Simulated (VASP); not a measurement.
# GaSb (F-43m) in VASP: notebook, part 2 of 2

VASP 6.6.1. Earlier steps stand in the parts before.

## (4) Relaxation of the atoms, LDA (a relaxed cell with its volume scaled by 0.96)

INCAR reads:

```
SYSTEM = GaSb
ALGO = Normal
EDIFF = 1E-7
EDIFFG = -0.01
ENCUT = 600
IBRION = 2
ISIF = 2
ISMEAR = 0
LASPH = .True.
LCHARG = .False.
LREAL = .False.
LWAVE = .False.
NELM = 80
NSW = 40
PREC = Accurate
SIGMA = 0.03
```

KPOINTS reads:

```
k-points
0
Gamma
  10 10 10
  0 0 0
```

POSCAR reads:

```
GaSb                                    
1.0
    0.0000000000      2.9867466124      2.9867466124
    2.9867466124      0.0000000000      2.9867466124
    2.9867466124      2.9867466124      0.0000000000
  Ga              Sb            
     1     1
Direct
     0.0000000000000000    0.0000000000000000    0.0000000000000000
     0.2500000000000000    0.2500000000000000    0.2500000000000000
```

Potentials or basis: VASP PAW LDA potentials, release 64 (Ga_d, Sb).

Command:

```console
cat potpaw_LDA.64/Ga_d/POTCAR potpaw_LDA.64/Sb/POTCAR > POTCAR
mpirun -np 1 vasp_std > vasp.out
```

OUTCAR:

```text
SYSTEM = GaSb
   EDIFF = 1E-7
   EDIFFG = -0.01
   ENCUT = 600
   IBRION = 2
   ISIF = 2
   ISMEAR = 0
   LASPH = .True.
   LREAL = .False.
   NELM = 80
   NSW = 40
   PREC = Accurate

 ion  position               nearest neighbor table
   1  0.000  0.000  0.000-   2 2.59   2 2.59   2 2.59   2 2.59
   2  0.250  0.250  0.250-   1 2.59   1 2.59   1 2.59   1 2.59

  LATTYP: Found a face centered cubic cell.
 ALAT       =     5.9734932248

  Lattice vectors:

 A1 = (   0.0000000000,   2.9867466124,   2.9867466124)
 A2 = (   2.9867466124,   0.0000000000,   2.9867466124)
 A3 = (   2.9867466124,   2.9867466124,   0.0000000000)

Analysis of symmetry for initial positions (statically):
=====================================================================
 Subroutine PRICEL returns:
 Original cell was already a primitive cell.

 Routine SETGRP: Setting up the symmetry group for a
 face centered cubic supercell.

 Subroutine GETGRP returns: Found 24 space group operations
 (whereof 24 operations were pure point group operations)
 out of a pool of 48 trial point group operations.

The static configuration has the point symmetry T_d .

Analysis of symmetry for dynamics (positions and initial velocities):
=====================================================================
 Subroutine PRICEL returns:
 Original cell was already a primitive cell.

 Routine SETGRP: Setting up the symmetry group for a
 face centered cubic supercell.

 Subroutine GETGRP returns: Found 24 space group operations
 (whereof 24 operations were pure point group operations)
 out of a pool of 48 trial point group operations.

The dynamic configuration has the point symmetry T_d .

 Subroutine INISYM returns: Found 24 space group operations
 (whereof 24 operations are pure point group operations),
 and found     1 'primitive' translations

----------------------------------------------------------------------------------------
[... 124 lines left out ...]
 conjugate gradient relaxation of ions
 non-spin polarized calculation
 Gauss-broadening in eV      SIGMA  =   0.03
  energy-cutoff  :      600.00
  volume of cell :       53.29
 maximum number of plane-waves:      1807
 NGX is ok and might be reduce to    36
   NGX = 17   NGY = 17   NGZ = 17

 number of electron      17.9999999 magnetization

 Free energy of the ion-electron system (eV)
  ---------------------------------------------------
  ext. energy  EPLUGINS =         0.00000000
  ---------------------------------------------------
  free energy    TOTEN  =        -8.65524091 eV

  energy without entropy =       -8.65524091  energy(sigma->0) =       -8.65524091

 E-fermi :   5.6036     XC(G=0):  -9.7079

 val. band max:        5.4483092297   @ k =   0.0000   0.0000   0.0000
 cond. band min:       5.8466520054   @ k =   0.0000   0.0000   0.0000
 fundamental gap:      0.3983427758
 Fermi energy:         5.6035832150

 k-point     1 :       0.0000    0.0000    0.0000
  band No.  band energies     occupation
      1      -9.8549      2.00000
      2      -9.8549      2.00000
      3      -9.8549      2.00000
      4      -9.7936      2.00000
      5      -9.7936      2.00000
      6      -6.5893      2.00000
      7       5.4483      2.00000
      8       5.4483      2.00000
      9       5.4483      2.00000
     10       5.8467      0.00000
     11       8.1742      0.00000
     12       8.1742      0.00000
     13       8.1742      0.00000
[... 354 lines left out ...]
  band No.  band energies     occupation
      1      -9.9012      2.00000
      2      -9.8313      2.00000
      3      -9.8305      2.00000
      4      -9.8051      2.00000
      5      -9.7903      2.00000
      6      -4.8213      2.00000
      7      -0.3623      2.00000
      8       2.6854      2.00000
      9       3.0367      2.00000
     10       6.5423      0.00000
     11       7.6444      0.00000
     12      11.8335      0.00000
     13      12.3412      0.00000

 [... further k-points ...]

------------------------ aborting loop because EDIFF is reached ----------------------------------------

  FORCE on cell =-STRESS in cart. coord.  units (eV):
  Direction    XX          YY          ZZ          XY          YZ          ZX
  --------------------------------------------------------------------------------------
  -------------------------------------------------------------------------------------
  Total        0.8281531      0.8281531      0.8281531     -0.0000000      0.0000000      0.0000000
  in kB       24.8998130     24.8998130     24.8998130     -0.0000000      0.0000000      0.0000000
  external PRESSURE =      24.8998130 kB  Pullay stress =       0.0000000 kB

 VOLUME and BASIS-vectors are now :
 -----------------------------------------------------------------------------
  energy-cutoff  :      600.00
  volume of cell :       53.29
      direct lattice vectors                 reciprocal lattice vectors
     0.000000000  2.986746612  2.986746612    -0.167406233  0.167406233  0.167406233
     2.986746612  0.000000000  2.986746612     0.167406233 -0.167406233  0.167406233
     2.986746612  2.986746612  0.000000000     0.167406233  0.167406233 -0.167406233

 POSITION                                       TOTAL-FORCE (eV/Angst)
 -----------------------------------------------------------------------------------
      0.00000      0.00000      0.00000         0.000000      0.000000      0.000000
      1.49337      1.49337      1.49337        -0.000000     -0.000000     -0.000000
 -----------------------------------------------------------------------------------
    total drift:                               -0.000000     -0.000000     -0.000000

  FREE ENERGIE OF THE ION-ELECTRON SYSTEM (eV)
  ---------------------------------------------------
  free  energy   TOTEN  =        -8.6552409070 eV

  energy  without entropy=       -8.6552409070  energy(sigma->0) =       -8.65524091

 reached required accuracy - stopping structural energy minimisation
```

Wall time 20 s (1 thread of Intel Xeon Platinum 8488C (Sapphire Rapids), shared host); peak memory 0.19 GiB.

What came out:

```yaml
Free_energy: -8.6552 eV
Pressure_after_relaxing: 2.5 GPa
Band_gap_on_the_k_mesh: 0.40 eV, direct
```

Final structure:
```
Ga Sb
1.0
     0.00000    2.98675    2.98675
     2.98675    0.00000    2.98675
     2.98675    2.98675    0.00000
Ga Sb
1 1
Direct
  0.00000 0.00000 0.00000
  0.25000 0.25000 0.25000
```

Caveat: the relaxation stopped at its first step, so nothing moved; spin-orbit coupling is left out, which moves the levels of the heavy elements. A k mesh can miss the band edges.

## (5) Relaxation of the atoms, LDA (a relaxed cell with its volume scaled by 0.98)

INCAR is that of step 4.

KPOINTS is that of step 4.

POSCAR reads:

```
GaSb                                    
1.0
    0.0000000000      3.0073455159      3.0073455159
    3.0073455159      0.0000000000      3.0073455159
    3.0073455159      3.0073455159      0.0000000000
  Ga              Sb            
     1     1
Direct
     0.0000000000000000    0.0000000000000000    0.0000000000000000
     0.2500000000000000    0.2500000000000000    0.2500000000000000
```

Command:

```console
cat potpaw_LDA.64/Ga_d/POTCAR potpaw_LDA.64/Sb/POTCAR > POTCAR
mpirun -np 1 vasp_std > vasp.out
```

Wall time 20 s (1 thread of Intel Xeon Platinum 8488C (Sapphire Rapids), shared host); peak memory 0.2 GiB.

It converged, with:

```yaml
Free_energy: -8.6681 eV
Pressure_after_relaxing: 1.2 GPa
Band_gap_on_the_k_mesh: 0.24 eV, direct
```

Final structure:
```cif
data_structure
_symmetry_space_group_name_H-M 'P 1'
_symmetry_Int_Tables_number 1
_cell_length_a 4.2530
_cell_length_b 4.2530
_cell_length_c 4.2530
_cell_angle_alpha 60.000
_cell_angle_beta 60.000
_cell_angle_gamma 60.000
_cell_volume 54.40
loop_
_atom_site_label
_atom_site_type_symbol
_atom_site_fract_x
_atom_site_fract_y
_atom_site_fract_z
_atom_site_occupancy
Ga1 Ga 0.00000 0.00000 0.00000 1
Sb1 Sb 0.25000 0.25000 0.25000 1
```

Levels at points of the mesh, in eV from the valence-band top:
| k point | band 6 | band 7 | band 8 | band 9 | band 10 | band 11 | band 12 | band 13 |
| --- | --- | --- | --- | --- | --- | --- | --- | --- |
| (0.00, 0.00, 0.00) | -11.88 | 0.00 | 0.00 | 0.00 | 0.24 | 2.73 | 2.73 | 2.73 |
| (0.50, 0.00, 0.00) | -10.13 | -6.67 | -1.24 | -1.24 | 0.41 | 3.71 | 3.71 | 6.28 |
| (0.50, 0.50, 0.00) | -9.22 | -7.09 | -2.76 | -2.76 | 0.77 | 1.07 | 8.91 | 8.91 |

Caveat: the relaxation stopped at its first step, so nothing moved; spin-orbit coupling is left out, which moves the levels of the heavy elements.

## (6) The runs side by side

| task | cell | gap on the mesh (eV) | pressure (GPa) |
| --- | --- | --- | --- |
| relaxation of cell and atoms | relaxed | 0.10 | 0.0 |
| relaxation of the atoms | atoms relaxed from: a relaxed cell with its volume scaled by 0.94 | 0.50 | 4.0 |
| relaxation of the atoms | atoms relaxed from: a relaxed cell with its volume scaled by 0.96 | 0.40 | 2.5 |
| relaxation of the atoms | atoms relaxed from: a relaxed cell with its volume scaled by 0.98 | 0.24 | 1.2 |

Alike in all rows: level LDA; potentials or basis VASP PAW LDA potentials, release 64 (Ga_d, Sb); no spin polarisation; k mesh 10 × 10 × 10; cutoff (eV) 600; smearing gaussian 0.03 eV.

Caveats: the relaxation stopped at its first step, so nothing moved; spin-orbit coupling is left out, which moves the levels of the heavy elements.

Total energies depend on the potentials used, so only differences within one code and one set of settings carry meaning.
